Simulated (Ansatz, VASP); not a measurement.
Two plane-wave programs on WSe2

INCAR

```
PREC = Accurate ; ENCUT = 520
EDIFF = 1E-6 ; ISMEAR = 0
SIGMA = 0.05 ; LREAL = False
LASPH = True ; NELM = 150
ALGO = Normal ; ISIF = 2
LWAVE = False ; LCHARG = True
ISPIN = 2 ; MAGMOM = 0 0 0 0 0 0
LORBIT = 11 ; LMAXMIX = 4
LDAU = True ; LDAUTYPE = 2
LDAUL = 2 -1 ; LDAUU = 4 0
LDAUJ = 0 0 ; LDAUPRINT = 1
GGA = PS ; LELF = True
LVHAR = True ; NBANDS = 39
```

Contents of KPOINTS:

```
Automatic mesh
0
Gamma
  7 7 2
```

The input POSCAR:

```
WSe2
1.0
    3.2899988200      0.0000000000      0.0000000000
   -1.6449994100      2.8492225500      0.0000000000
    0.0000000000      0.0000000000     12.9700014400
W Se
2 4
Direct
    0.3333333333      0.6666666667      0.2500000000
    0.6666666667      0.3333333333      0.7500000000
    0.3333333333      0.6666666667      0.6210000000
    0.6666666667      0.3333333333      0.1210000000
    0.3333333333      0.6666666667      0.8790000000
    0.6666666667      0.3333333333      0.3790000000
```

Input for Ansatz:

```yaml
crystal:
  lattice:
    - [3.28999882, 0.0, 0.0]
    - [-1.64499941, 2.84922255, 0.0]
    - [0.0, 0.0, 12.97000144]
  atoms:
    - { symbol: W, position: [0.3333333333, 0.6666666667, 0.25], spin: 0.3 }
    - { symbol: W, position: [0.6666666667, 0.3333333333, 0.75], spin: -0.3 }
    - { symbol: Se, position: [0.3333333333, 0.6666666667, 0.621] }
    - { symbol: Se, position: [0.6666666667, 0.3333333333, 0.121] }
    - { symbol: Se, position: [0.3333333333, 0.6666666667, 0.879] }
    - { symbol: Se, position: [0.6666666667, 0.3333333333, 0.379] }
basis:
  ecutwfc: 420
  ecutrho_ratio: 4
kpoints:
  mp_grid: { grid: [7, 7, 2] }
hamiltonian:
  xc: pbesol
  hubbard:
    sites:
      - { site: 0, l: d, u_eff: 4.0, starting_ns: [{ spin: up, occupation_matrix: s0up }, { spin: down, occupation_matrix: s0down }] }
      - { site: 1, l: d, u_eff: 4.0, starting_ns: [{ spin: up, occupation_matrix: s1up }, { spin: down, occupation_matrix: s1down }] }
    occupation_matrices:
      s0up:
        matrix:
          - [0.02, 0.0, 0.0, 0.0, 0.0]
          - [0.0, 0.97, 0.0, 0.0, 0.0]
          - [0.0, 0.0, 0.02, 0.0, 0.0]
          - [0.0, 0.0, 0.0, 0.02, 0.0]
          - [0.0, 0.0, 0.0, 0.0, 0.02]
      s0down:
        matrix:
          - [0.02, 0.0, 0.0, 0.0, 0.0]
          - [0.0, 0.02, 0.0, 0.0, 0.0]
          - [0.0, 0.0, 0.97, 0.0, 0.0]
          - [0.0, 0.0, 0.0, 0.02, 0.0]
          - [0.0, 0.0, 0.0, 0.0, 0.02]
      s1up:
        matrix:
          - [0.02, 0.0, 0.0, 0.0, 0.0]
          - [0.0, 0.02, 0.0, 0.0, 0.0]
          - [0.0, 0.0, 0.97, 0.0, 0.0]
          - [0.0, 0.0, 0.0, 0.02, 0.0]
          - [0.0, 0.0, 0.0, 0.0, 0.02]
      s1down:
        matrix:
          - [0.02, 0.0, 0.0, 0.0, 0.0]
          - [0.0, 0.02, 0.0, 0.0, 0.0]
          - [0.0, 0.0, 0.02, 0.0, 0.0]
          - [0.0, 0.0, 0.0, 0.02, 0.0]
          - [0.0, 0.0, 0.0, 0.0, 0.97]
    ns_hold: { iters: 12 }
scf:
  occupations: { method: gaussian, width: 0.05 }
  lower_state_search: "off"
  max_iter: 150
output:
  forces: true
  stress: true
  eigenvalues: true
  populations: true
  hubbard: { sites: [{ site: 0, l: d }, { site: 1, l: d }] }
magnetization:
  spin_polarized: true
```

Alike in both runs: task single point; functional PBEsol; k mesh 7 × 7 × 2; occupations gaussian, width 0.05 eV; collinear spin; Hubbard terms W d U = 4.0 eV.

```csv
,VASP,Ansatz
version,VASP 6.6.1,Ansatz 0.2.0
potentials or method,"VASP PAW PBE potentials, release 64 (W_sv, Se)","scalar-relativistic, plane waves, PAW"
plane-wave cutoff (eV),520,420
valence electrons in the cell,52,92
```

|  | VASP | Ansatz | Ansatz less VASP |
| --- | --- | --- | --- |
| gap on the k mesh at the Fermi level (eV) | 1.08 | 1.22 | +0.135 |
| least direct gap on the mesh (eV) | 1.94 | 1.83 | -0.110 |
| pressure (GPa) | 1.9 | -1.1 | -3.01 |
| largest component of the traceless stress (GPa) | 1.18 | 0.52 | -0.658 |
| rms of the force components (eV/Å) | 0.127 | 0.063 | -0.0639 |
| net moment per atom (μB) | 0.00 | 0.00 | 0.000 |

The programs project onto different local orbitals, so the same U acts differently. Atom by atom the forces differ by 0.190 eV/Å (rms over components). The two sets of potentials don't hold the same shells in valence. Ansatz warned: «seeded_moment_not_kept».

Caveats: the PAW data sets were made with another functional, which shifts forces and pressure a little (VASP); spin-orbit coupling is left out, which moves the levels of the heavy elements; an odd mesh through Γ misses points on the zone boundary, where band edges often lie; this functional lacks dispersion, which binds the layers, so the pressure and a relaxed spacing across them are unreliable. The state reached can hang on the start; a lower one may exist.
